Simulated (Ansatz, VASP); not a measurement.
Cs: VASP beside Ansatz

INCAR

```
SYSTEM = Cs
ALGO     = Normal         ! electronic algorithm
EDIFF    = 1E-6           ! SCF threshold, eV
ENCUT    = 520            ! plane-wave cutoff, eV
GGA      = PE             ! functional
ISIF     = 2              ! what is computed and relaxed
ISMEAR   = -1             ! smearing method
LASPH    = .TRUE.         ! aspherical terms in the spheres
LCHARG   = .TRUE.         ! write CHGCAR
LELF     = .TRUE.         ! ELF
LREAL    = .FALSE.        ! projectors in reciprocal space
LVHAR    = .TRUE.       
LWAVE    = .FALSE.        ! write WAVECAR
NBANDS   = 10             ! bands
NELM     = 80             ! most SCF steps
PREC     = Accurate       ! precision mode
SIGMA    = 0.05           ! smearing width, eV
```

Contents of KPOINTS:

```
k-points
0
G
  9 9 9
  0 0 0
```

Contents of POSCAR:

```
Cs
1.0
   -2.9034161092      2.9034161092      2.9034161092
    2.9034161092     -2.9034161092      2.9034161092
    2.9034161092      2.9034161092     -2.9034161092
Cs
1
Direct
    0.0000000000      0.0000000000      0.0000000000
```

Input for Ansatz:

```yaml
crystal:
  lattice:
    - [-2.9034161092, 2.9034161092, 2.9034161092]
    - [2.9034161092, -2.9034161092, 2.9034161092]
    - [2.9034161092, 2.9034161092, -2.9034161092]
  atoms:
    - { symbol: Cs, position: [0.0, 0.0, 0.0] }
kpoints:
  mp_grid: { grid: [9, 9, 9] }
  band_path:
    path:
      - [0.0, 0.0, 0.0]
      - [0.5, -0.5, 0.5]
      - [0.0, 0.0, 0.5]
      - [0.0, 0.0, 0.0]
      - [0.25, 0.25, 0.25]
      - [0.5, -0.5, 0.5]
      - [0.25, 0.25, 0.25]
      - [0.0, 0.0, 0.5]
    npoints: 8
scf:
  occupations: { method: fermi_dirac, width: 0.05 }
hamiltonian:
  xc: pbe
  pseudopotentials: { kind: all_electron, lapw: { basis_error: 0.001 } }
output:
  forces: true
  stress: true
  eigenvalues: true
  populations: true
  dos: { projected: true, de: 0.2, e_range: [-14, 8] }
```

Change from the starting cell: volume scaled by 0.84, LAPW.

Alike in both runs: task single point; functional PBE; k mesh 9 × 9 × 9; occupations fermi-dirac, width 0.05 eV; no spin polarisation.

```csv
,VASP,Ansatz
version,VASP 6.6.1,Ansatz 0.2.0
potentials or method,"VASP PAW PBE potentials, release 64 (Cs_sv)","all-electron LAPW, scalar-relativistic"
plane-wave cutoff (eV),520,see its input
```

```csv
,VASP,Ansatz,Ansatz less VASP
pressure (GPa),0.5,0.5,+0.01
```

Ansatz ran all-electron here, so the differences hold the error of VASP's frozen core and of both bases.

Spin-orbit coupling is left out, which matters for the levels of Cs.
